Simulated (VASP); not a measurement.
## NaI: single point with PBE

NaI:

```
Na I
1.0
     0.00000    2.96538    3.85500
     2.96538    0.00000    3.85500
     2.96538    2.96538    0.00000
Na I
1 1
Direct
  0.00000 0.00000 0.00000
  0.50000 0.50000 0.50000
```

Measurements of this composition are mostly on another form, of space group No. 225.

```json
{"Program": "VASP 6.6.1", "Task": "single point", "Functional": "PBE", "Potentials or basis": "VASP PAW PBE potentials, release 64 (Na_pv, I)", "Cutoff": "520 eV", "k mesh": "8 × 8 × 8", "Occupations": "gaussian, width 0.05 eV", "Spin": "no spin polarisation"}
```

| Property | Result |
| --- | --- |
| Pressure | 3.0 GPa |
| Band gap on the k mesh | 3.76 eV, indirect (least direct gap 3.79 eV) |

Stress tensor (GPa, compression positive):
```
 4.95  0.00  0.00
 0.00  4.95  0.00
 0.00  0.00 -0.99
```

Levels at points of the mesh, in eV from the valence-band top:
```
           k point  band 3  band 4  band 5  band 6  band 7  band 8  band 9  band 10  band 11  band 12
(0.00, 0.00, 0.00)  -22.32  -11.12   -0.13   -0.03   -0.03    3.76    7.03     8.21     8.81     8.81
(0.50, 0.00, 0.00)  -22.32  -10.75   -2.34   -0.56   -0.04    5.00    7.11     8.57     8.71    10.60
(0.50, 0.50, 0.00)  -22.32  -10.91   -1.87   -0.33   -0.33    5.11    5.97     8.60    11.87    12.30
(0.50, 0.00, 0.50)  -22.33  -10.58   -1.96   -1.46   -0.43    4.66    5.61     9.41    10.12    10.48
```

It took 33 s on 1 thread of Intel(R) Xeon(R) 6975P-C (Granite Rapids), on a shared host, peak memory 0.22 GiB.

Caveat: spin-orbit coupling is left out, which moves the levels of the heavy elements. A k mesh can miss the band edges.
